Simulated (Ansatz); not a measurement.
CdSe: band structure with r2SCAN

CdSe:

```
CELL_PARAMETERS angstrom
0.00000 3.07027 3.07027
3.07027 0.00000 3.07027
3.07027 3.07027 0.00000
ATOMIC_POSITIONS crystal
Cd 0.00000 0.00000 0.00000
Se 0.25000 0.25000 0.25000
```

Measurements of this composition are mostly on another form, of space group No. 186.

```yaml
Program: Ansatz 0.2.0
Task: band structure
Functional: r2SCAN
Potentials_or_basis: Ansatz PAW
Cutoff: "500 eV (not typed: the program's choice for these potentials)"
k_mesh: 8 × 8 × 8
Occupations: fermi-dirac, width 0.05 eV
Spin: no spin polarisation
Path: "[[\"G\", \"X\", \"W\", \"K\", \"G\", \"L\", \"U\", \"W\", \"L\", \"K\"], [\"U\", \"X\"]]"
Points_for_each_segment_of_the_path: 14
```

The pressure is -0.2 GPa, the band gap on the k mesh is 1.03 eV, direct and the band gap along the path is 1.03 eV, direct.

Levels at the corners of the path, in eV from the valence-band top:
```
point  band 16  band 17  band 18  band 19  band 20  band 21
    Γ     0.00     0.00     0.00     1.03     6.49     6.49
    X    -3.95    -1.78    -1.78     3.52     4.14     9.52
    W    -3.83    -2.17    -2.11     5.41     5.51     7.01
    K    -3.87    -2.43    -1.46     4.11     5.50     8.66
    Γ     0.00     0.00     0.00     1.03     6.49     6.49
    L    -4.24    -0.71    -0.71     2.83     6.93     6.93
    U    -3.87    -2.43    -1.46     4.11     5.50     8.66
    W    -3.83    -2.17    -2.11     5.41     5.51     7.01
    L    -4.24    -0.71    -0.71     2.83     6.93     6.93
    K    -3.87    -2.43    -1.46     4.11     5.50     8.66
    U    -3.87    -2.43    -1.46     4.11     5.50     8.66
    X    -3.95    -1.78    -1.78     3.52     4.14     9.52
```

Wall time 28 s on 2 threads of Intel(R) Xeon(R) Processor @ 2.50GHz (Skylake/Cascade Lake), on a shared host, peak memory 0.53 GiB.

Caveat: the PAW data sets come from PBE, with cores solved anew for the run's functional, which leaves a small shift of forces and pressure. r2SCAN opens gaps a little over a GGA but as a rule still falls short of measured ones.
